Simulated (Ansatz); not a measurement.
Level of theory: DFT PBE, scalar-relativistic, plane waves, PAW in Ansatz 0.2.0. All cells share a 420 eV cutoff and Γ-centred k meshes spaced at most about 0.3 Å⁻¹ (about 0.25 or finer for metals, 2π included). No spin polarisation in the final relaxations.

Temperature and zero-point effects are left out.

Two forms of In₅GaAs₆ were relaxed alike.

A.

```
In Ga As
1.0
     4.31857    0.00000    0.00000
     0.00000    4.31857    0.00000
     0.00000    0.00000   18.38899
In Ga As
5 1 6
Direct
  0.00000 0.00000 0.65918
  0.50000 0.50000 0.82955
  0.00000 0.00000 0.00000
  0.50000 0.50000 0.17045
  0.00000 0.00000 0.34082
  0.50000 0.50000 0.50000
  0.50000 0.00000 0.91477
  0.00000 0.50000 0.08523
  0.50000 0.00000 0.25566
  0.00000 0.50000 0.42652
  0.50000 0.00000 0.57348
  0.00000 0.50000 0.74434
```

B.

```
In Ga As
1.0
     4.32455    0.00000    0.00000
    -2.16227    3.74517    0.00000
     0.00000    0.00000   21.21296
In Ga As
5 1 6
Direct
  0.00000 0.00000 0.00010
  0.33333 0.66667 0.83063
  0.66667 0.33333 0.66117
  0.33333 0.66667 0.33909
  0.66667 0.33333 0.16956
  0.00000 0.00000 0.50046
  0.33333 0.66667 0.95664
  0.66667 0.33333 0.78720
  0.00000 0.00000 0.61793
  0.33333 0.66667 0.46561
  0.66667 0.33333 0.29552
  0.00000 0.00000 0.12610
```

**Question.** Which placement of the atoms is lower in energy, and by how much?

**Answer.** They are level within the accuracy (4 meV/atom apart, with A the lower in these runs). The two share one framework of sites and differ in which element sits where. A has In and Ga ordered on zinc blende sites, space group P-4m2 (No. 115), 28.6 Å³/atom and no gap on its mesh; B has In and Ga ordered on zinc blende sites, space group P3m1 (No. 156), 28.6 Å³/atom and no gap. Counting As atoms around Ga and In (those within 1.25 times the shortest such distance or 1.15 times the sum of covalent radii, 1.27 where that leaves under three), A and B both have In 4, Ga 4. In A, around In on a site of symmetry 2mm lie 4 As at 2.67 Å; around Ga lie 4 As at 2.55 Å; As on its first site is surrounded by 4 In at 2.67 Å; 4 more sites not described. In B, around In on its first site lie 4 As at 2.66–2.67 Å; around Ga lie 4 As at 2.49–2.60 Å; As on its first site is surrounded by 4 In at 2.66–2.67 Å; 9 more sites not described. Both come from invented guesses.

The zero gap of P-4m2, P3m1 may come from the functional, which often closes small gaps. Cells relaxed within their symmetry can be saddle points.
